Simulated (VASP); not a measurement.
# CuI (Marshite) (F-43m) in VASP: notebook

The runs below take CuI (Marshite) through band structure, with PBE0, PBE, HSE06, PBE-EpsX.

All numbers are computed with VASP 6.6.1; they aren't measurements. Logs are shortened: lines on timing, memory, paths and dates and some standing lists are left out, and cuts for length are marked.

## (1) Starting point

The structure is cubic, space group F-43m (No. 216). Conventional cell: a = 5.946 Å, b = 5.946 Å, c = 5.946 Å, α = 90.00°, β = 90.00°, γ = 90.00°. Cu (site symmetry -43m) is surrounded by 4 I at 2.57 Å. I (site symmetry -43m) has 4 Cu at 2.57 Å as nearest neighbours.

## (2) Band structure, PBE0

The input, POSCAR:

```
CuI                                     
1.0
    0.0000000000      2.9729983476      2.9729983476
    2.9729983476      0.0000000000      2.9729983476
    2.9729983476      2.9729983476      0.0000000000
  Cu              I             
     1     1
Direct
     0.2500000000000000    0.2500000000000000    0.2500000000000000
     0.0000000000000000    0.0000000000000000    0.0000000000000000
```

The input, INCAR.step1:

```
SYSTEM = CuI
ALGO     = Normal         ! electronic algorithm
EDIFF    = 1E-5           ! SCF threshold, eV
ENCUT    = 520            ! plane-wave cutoff, eV
GGA      = PE             ! functional
ISIF     = 2              ! what is computed and relaxed
ISMEAR   = 0              ! smearing method
KPAR     = 8            
LASPH    = .TRUE.         ! aspherical terms in the spheres
LCHARG   = .FALSE.        ! write CHGCAR
LMAXMIX  = 4              ! l up to which the mixer works
LREAL    = .FALSE.        ! projectors in reciprocal space
LWAVE    = .TRUE.         ! write WAVECAR
NELM     = 80             ! most SCF steps
PREC     = Accurate       ! precision mode
SIGMA    = 0.03           ! smearing width, eV
```

The input, INCAR.step2:

```
SYSTEM = CuI
AEXX     = 0.25           ! exact-exchange fraction
ALGO     = Normal         ! electronic algorithm
EDIFF    = 1E-6           ! SCF threshold, eV
ENCUT    = 520            ! plane-wave cutoff, eV
GGA      = PE             ! functional
HFRCUT   = -1           
ISIF     = 2              ! what is computed and relaxed
ISMEAR   = 0              ! smearing method
ISTART   = 1            
KPAR     = 8            
LASPH    = .TRUE.         ! aspherical terms in the spheres
LCHARG   = .FALSE.        ! write CHGCAR
LHFCALC  = .TRUE.         ! exact exchange
LMAXMIX  = 4              ! l up to which the mixer works
LREAL    = .FALSE.        ! projectors in reciprocal space
LWAVE    = .FALSE.        ! write WAVECAR
NELM     = 80             ! most SCF steps
PREC     = Accurate       ! precision mode
PRECFOCK = Fast         
SIGMA    = 0.03           ! smearing width, eV
```

The input, KPOINTS:

```
k-points
0
G
  6 6 6
  0 0 0
```

The input, KPOINTS_OPT:

```
explicit points
6
Reciprocal
 0.0000000000  0.0000000000  0.0000000000 1
 0.3750000000  0.3750000000  0.7500000000 1
 0.5000000000  0.5000000000  0.5000000000 1
 0.6250000000  0.2500000000  0.6250000000 1
 0.5000000000  0.2500000000  0.7500000000 1
 0.5000000000  0.0000000000  0.5000000000 1
```

Potentials or basis: VASP PAW PBE potentials, release 64 (Cu, I).

Started as:

```console
cat potpaw_PBE.64/Cu/POTCAR potpaw_PBE.64/I/POTCAR > POTCAR
cp INCAR.step1 INCAR
mpirun -np 8 vasp_std > vasp.out
cp INCAR.step2 INCAR
mpirun -np 8 vasp_std > vasp.out
```

OUTCAR:

```text
SYSTEM = CuI
   AEXX = 0.25
   EDIFF = 1E-6
   ENCUT = 520
   GGA = PE
   ISIF = 2
   ISMEAR = 0
   ISTART = 1
   LASPH = .TRUE.
   LHFCALC = .TRUE.
   LREAL = .FALSE.
   NELM = 80
   PREC = Accurate
   PRECFOCK = Fast

 ion  position               nearest neighbor table
   1  0.250  0.250  0.250-   2 2.57   2 2.57   2 2.57   2 2.57
   2  0.000  0.000  0.000-   1 2.57   1 2.57   1 2.57   1 2.57

  LATTYP: Found a face centered cubic cell.
 ALAT       =     5.9459966952

  Lattice vectors:

 A1 = (   0.0000000000,   2.9729983476,   2.9729983476)
 A2 = (   2.9729983476,   0.0000000000,   2.9729983476)
 A3 = (   2.9729983476,   2.9729983476,   0.0000000000)

Analysis of symmetry for initial positions (statically):
=====================================================================
 Subroutine PRICEL returns:
 Original cell was already a primitive cell.

 Routine SETGRP: Setting up the symmetry group for a
 face centered cubic supercell.

 Subroutine GETGRP returns: Found 24 space group operations
 (whereof 24 operations were pure point group operations)
 out of a pool of 48 trial point group operations.

The static configuration has the point symmetry T_d .

Analysis of symmetry for dynamics (positions and initial velocities):
=====================================================================
 Subroutine PRICEL returns:
 Original cell was already a primitive cell.

 Routine SETGRP: Setting up the symmetry group for a
 face centered cubic supercell.

 Subroutine GETGRP returns: Found 24 space group operations
 (whereof 24 operations were pure point group operations)
 out of a pool of 48 trial point group operations.

The dynamic configuration has the point symmetry T_d .

 Subroutine INISYM returns: Found 24 space group operations
 (whereof 24 operations are pure point group operations),
 and found     1 'primitive' translations

----------------------------------------------------------------------------------------

                                     Primitive cell

  volume of cell :      52.5550

  direct lattice vectors                    reciprocal lattice vectors
     0.000000000  2.972998348  2.972998348    -0.168180383  0.168180383  0.168180383
     2.972998348  0.000000000  2.972998348     0.168180383 -0.168180383  0.168180383
     2.972998348  2.972998348  0.000000000     0.168180383  0.168180383 -0.168180383

  length of vectors
     4.204454584  4.204454584  4.204454584     0.291296968  0.291296968  0.291296968
[... 90 lines left out ...]
   IMIX   =      1    mixing-type and parameters
     AMIX     =   0.40;   BMIX     =  1.00
     AMIX_MAG =   1.60;   BMIX_MAG =  1.00
  volume/ion in A,a.u.               =      26.28       177.33
  Fermi-wavevector in a.u.,A,eV,Ry     =   1.145410  2.164511 17.850357  1.311964
  Thomas-Fermi vector in A             =   2.282099
   LORBIT       =      0    0 simple, 1 ext, 2 COOP (PROOUT), +10 PAW based schemes
   GGA     = PE    functional components
   LHFCALC =     T    Hartree Fock is set to
   PRECFOCK=fast      Normal, Fast or Accurate (Low or Medium for compatibility)
   ENCUT4O =  -1.0   cutoff for four orbital integrals eV
   NKREDX  =     1    reduce k-point grid by
   NKREDY  =     1    reduce k-point grid by
   NKREDZ  =     1    reduce k-point grid by
   AEXX    =    0.2500 exact exchange contribution
   HFSCREEN=    0.0000 screening length (either q_TF or 0.3 A-1)
   HFSCREENC=   0.0000 screening length for correlation (either q_TF or 0.3 A-1)
   ENCUTFOCK=  -1.0 apply spherical cutoff to Coloumb kernel
   IVDW    =     0    specifies the selected vdW correction
   LEPSILON=     F    determine dielectric tensor
   LRPA    =     F    only Hartree local field effects (RPA)
 non-spin polarized calculation
 Gauss-broadening in eV      SIGMA  =   0.03
  energy-cutoff  :      520.00
  volume of cell :       52.55
 maximum number of plane-waves:      1430
  NGX = 18; NGY = 18; NGZ = 18

 number of electron      17.9999995 magnetization

 Free energy of the ion-electron system (eV)
  ---------------------------------------------------
  ext. energy  EPLUGINS =         0.00000000
  ---------------------------------------------------
  free energy    TOTEN  =        -6.96012880 eV

  energy without entropy =       -6.96012880  energy(sigma->0) =       -6.96012880

 E-fermi :   3.9475     XC(G=0):  -7.2578

 val. band max:        3.8007022419   @ k =   0.0000   0.0000   0.0000
 cond. band min:       7.1738376903   @ k =   0.0000   0.0000   0.0000
 fundamental gap:      3.3731354483
 Fermi energy:         3.9474760791

 k-point     1 :       0.0000    0.0000    0.0000
  band No.  band energies     occupation
      1     -11.3866      2.00000
      2      -0.5746      2.00000
      3      -0.5746      2.00000
      4      -0.5746      2.00000
      5       0.9718      2.00000
      6       0.9718      2.00000
      7       3.8007      2.00000
      8       3.8007      2.00000
      9       3.8007      2.00000
     10       7.1738      0.00000
     11      10.7079      0.00000
     12      10.7079      0.00000
     13      10.7079      0.00000
[... 226 lines left out ...]
  band No.  band energies     occupation
      1     -10.4240      2.00000
      2      -1.8959      2.00000
      3      -0.8955      2.00000
      4      -0.3455      2.00000
      5       0.9274      2.00000
      6       1.0131      2.00000
      7       1.0962      2.00000
      8       1.3469      2.00000
      9       1.8140      2.00000
     10       9.5003      0.00000
     11       9.9555      0.00000
     12      13.2456      0.00000
     13      13.2784      0.00000

------------------------ aborting loop because EDIFF is reached ----------------------------------------

  FORCE on cell =-STRESS in cart. coord.  units (eV):
  Direction    XX          YY          ZZ          XY          YZ          ZX
  --------------------------------------------------------------------------------------
  -------------------------------------------------------------------------------------
  Total        0.9644731      0.9644731      0.9644731      0.0000000      0.0000000     -0.0000000
  in kB       29.4026663     29.4026663     29.4026663      0.0000000      0.0000000     -0.0000000
  external PRESSURE =      29.4026663 kB  Pullay stress =       0.0000000 kB

 VOLUME and BASIS-vectors are now :
 -----------------------------------------------------------------------------
  energy-cutoff  :      520.00
  volume of cell :       52.55
      direct lattice vectors                 reciprocal lattice vectors
     0.000000000  2.972998348  2.972998348    -0.168180383  0.168180383  0.168180383
     2.972998348  0.000000000  2.972998348     0.168180383 -0.168180383  0.168180383
     2.972998348  2.972998348  0.000000000     0.168180383  0.168180383 -0.168180383

 POSITION                                       TOTAL-FORCE (eV/Angst)
 -----------------------------------------------------------------------------------
      1.48650      1.48650      1.48650        -0.000000     -0.000000     -0.000000
      0.00000      0.00000      0.00000         0.000000      0.000000      0.000000
 -----------------------------------------------------------------------------------
    total drift:                                0.000010     -0.000003     -0.000020

  FREE ENERGIE OF THE ION-ELECTRON SYSTEM (eV)
  ---------------------------------------------------
  free  energy   TOTEN  =        -6.9601288035 eV

  energy  without entropy=       -6.9601288035  energy(sigma->0) =       -6.96012880
```

It took 3.7 min on 8 MPI ranks of Intel Xeon Platinum 8488C (Sapphire Rapids), shared host; peak memory 0.23 GiB.

What came out:

```
Free energy             : -6.9601 eV
Pressure                : 2.9 GPa
Band gap on the k mesh  : 3.37 eV, direct
Band gap along the path : 3.37 eV, direct
```

Caveat: the PAW data sets were made with another functional, which shifts forces and pressure a little; spin-orbit coupling is left out, which moves the levels of the heavy elements.

## (3) Band structure, PBE

The input, INCAR:

```
PREC = Accurate
ENCUT = 520
EDIFF = 1E-7
ISMEAR = 0
SIGMA = 0.03
LREAL = False
LASPH = True
NELM = 80
ALGO = Normal
ISIF = 2
LWAVE = False
LCHARG = False
LMAXMIX = 4
GGA = PE
NBANDS = 16
KPAR = 4
```

The input, KPOINTS:

```
Automatic mesh
0
Gamma
  6 6 6
```

The input, POSCAR:

```
CuI                                     
1.0
    0.0000000000      2.9729983385      2.9729983385
    2.9729983385      0.0000000000      2.9729983385
    2.9729983385      2.9729983385      0.0000000000
  Cu              I             
     1     1
Direct
     0.2500000000000000    0.2500000000000000    0.2500000000000000
     0.0000000000000000    0.0000000000000000    0.0000000000000000
```

KPOINTS_OPT is that of step 2.

Potentials or basis: VASP PAW PBE potentials, release 64 (Cu, I).

Started as:

```console
cat potpaw_PBE.64/Cu/POTCAR potpaw_PBE.64/I/POTCAR > POTCAR
mpirun -np 4 vasp_std > vasp.out
```

Wall time 6.3 s (4 MPI ranks of Intel Xeon 6975P-C (Granite Rapids), shared host); peak memory 0.18 GiB.

The run converged. Its results:

* Free energy: -5.5260 eV
* Pressure: 3.2 GPa
* Band gap on the k mesh: 1.31 eV, direct
* Band gap along the path: 1.31 eV, direct

Levels at points of the mesh, in eV from the valence-band top:
```csv
k point,band 7,band 8,band 9,band 10,band 11,band 12
"(0.00, 0.00, 0.00)",0.00,0.00,0.00,1.31,4.81,4.81
"(0.50, 0.00, 0.00)",-2.03,-0.81,-0.81,2.21,5.36,5.36
"(0.50, 0.50, 0.00)",-2.01,-1.71,-1.71,2.59,2.87,9.61
```

Caveat: spin-orbit coupling is left out, which moves the levels of the heavy elements.

## (4) Band structure, HSE06

POSCAR is that of step 3.

The input, INCAR.step1:

```
PREC = Accurate
ENCUT = 520
EDIFF = 1E-5
ISMEAR = 0
SIGMA = 0.03
LREAL = False
LASPH = True
NELM = 80
ALGO = Normal
ISIF = 2
LWAVE = True
LCHARG = False
LMAXMIX = 4
NBANDS = 16
KPAR = 4
GGA = PE
```

The input, INCAR.step2:

```
PREC = Accurate
ENCUT = 520
EDIFF = 1E-7
ISMEAR = 0
SIGMA = 0.03
LREAL = False
LASPH = True
NELM = 80
ALGO = Normal
ISIF = 2
LWAVE = False
LCHARG = False
LMAXMIX = 4
GGA = PE
LHFCALC = True
HFSCREEN = 0.2
PRECFOCK = Fast
NBANDS = 16
KPAR = 4
ISTART = 1
```

KPOINTS is that of step 3.

KPOINTS_OPT is that of step 3.

Started as:

```console
cat potpaw_PBE.64/Cu/POTCAR potpaw_PBE.64/I/POTCAR > POTCAR
cp INCAR.step1 INCAR
mpirun -np 4 vasp_std > vasp.out
cp INCAR.step2 INCAR
mpirun -np 4 vasp_std > vasp.out
```

Wall time 7.1 min (4 MPI ranks of Intel Xeon 6975P-C (Granite Rapids), shared host); peak memory 0.31 GiB.

The run converged. Its results:

```yaml
Free_energy: -6.4413 eV
Pressure: 3.2 GPa
Band_gap_on_the_k_mesh: 2.72 eV, direct
Band_gap_along_the_path: 2.72 eV, direct
```

Levels at points of the mesh, in eV from the valence-band top:
```tsv
k point	band 7	band 8	band 9	band 10	band 11	band 12
(0.00, 0.00, 0.00)	0.00	0.00	0.00	2.72	6.22	6.22
(0.50, 0.00, 0.00)	-2.68	-0.94	-0.94	3.61	6.75	6.75
(0.50, 0.50, 0.00)	-2.56	-2.18	-2.18	3.74	4.19	11.30
```

Caveat: the PAW data sets were made with another functional, which shifts forces and pressure a little; spin-orbit coupling is left out, which moves the levels of the heavy elements.

(Part 1 of 2 ends here.)
